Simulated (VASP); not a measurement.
The system is ZrS2.

```
Zr S
1.0
     3.69138    0.00000    0.00000
    -1.84569    3.19683    0.00000
     0.00000    0.00000    6.04108
Zr S
1 2
Cartesian
  0.0000 0.0000 0.0000
  1.8457 1.0656 4.6038
  0.0000 2.1312 1.4372
```

The cell is a database's computed one.

```yaml
Program: VASP 6.6.1
Task: relaxation of cell and atoms
Functional: PBEsol
Potentials_or_basis: VASP PAW PBE potentials, release 64 (Zr_sv, S)
Cutoff: 600 eV
k_mesh: 8 × 8 × 4
Occupations: gaussian, width 0.02 eV
Spin: no spin polarisation
```

At the start: pressure -2.5 GPa; volume 23.76 Å³/atom.

**Question.** Where does the relaxation end?

**Answer.** Over 22 steps the energy falls by 7.8 meV/atom and the volume is 22.41 Å³/atom (-5.7 %); space group P-3m1 (No. 164, to 0.05 Å).

The path:
| step | energy change (eV) | largest force (eV/Å) | pressure (GPa) | volume (Å³) |
| --- | --- | --- | --- | --- |
| 1 | 0.0000 | 0.1358 | -2.46 | 71.29 |
| 2 | 0.0033 | 0.5384 | 3.12 | 67.59 |
| 3 | -0.0163 | 0.1735 | 0.06 | 69.49 |
| 4 | -0.0198 | 0.0920 | -0.01 | 69.33 |
| 5 | -0.0205 | 0.0381 | -0.07 | 69.21 |
| 6 | -0.0206 | 0.0289 | -0.08 | 69.19 |
| 7 | -0.0208 | 0.0342 | -0.03 | 69.07 |
| 8 | -0.0214 | 0.0500 | 0.13 | 68.71 |
| 9 | -0.0219 | 0.0819 | 0.46 | 67.98 |
| 10 | -0.0220 | 0.0804 | 0.44 | 67.97 |
| 11 | -0.0222 | 0.0739 | 0.41 | 67.93 |
| 12 | -0.0225 | 0.0624 | 0.35 | 67.84 |
| 13 | -0.0230 | 0.0396 | 0.21 | 67.68 |
| 14 | -0.0235 | 0.0074 | -0.04 | 67.35 |
| 15 | -0.0235 | 0.0132 | -0.08 | 67.31 |
| 16 | -0.0235 | 0.0157 | -0.09 | 67.29 |
| 17 | -0.0235 | 0.0213 | -0.12 | 67.25 |
| 18 | -0.0235 | 0.0178 | -0.09 | 67.28 |
| 19 | -0.0235 | 0.0098 | -0.06 | 67.25 |
| 20 | -0.0235 | 0.0066 | 0.06 | 67.19 |
| 21 | -0.0235 | 0.0001 | 0.04 | 67.21 |
| 22 | -0.0235 | 0.0032 | 0.01 | 67.22 |

Final structure:
```
Zr S
1.0
     3.62791    0.00000    0.00000
    -1.81395    3.14186    0.00000
     0.00000    0.00000    5.89762
Zr S
1 2
Direct
  0.00000 0.00000 0.00000
  0.66667 0.33333 0.75340
  0.33333 0.66667 0.24660
```

Caveat: the PAW data sets were made with another functional, which shifts forces and pressure a little; this functional lacks dispersion, which binds the layers, so the pressure and a relaxed spacing across them are unreliable.
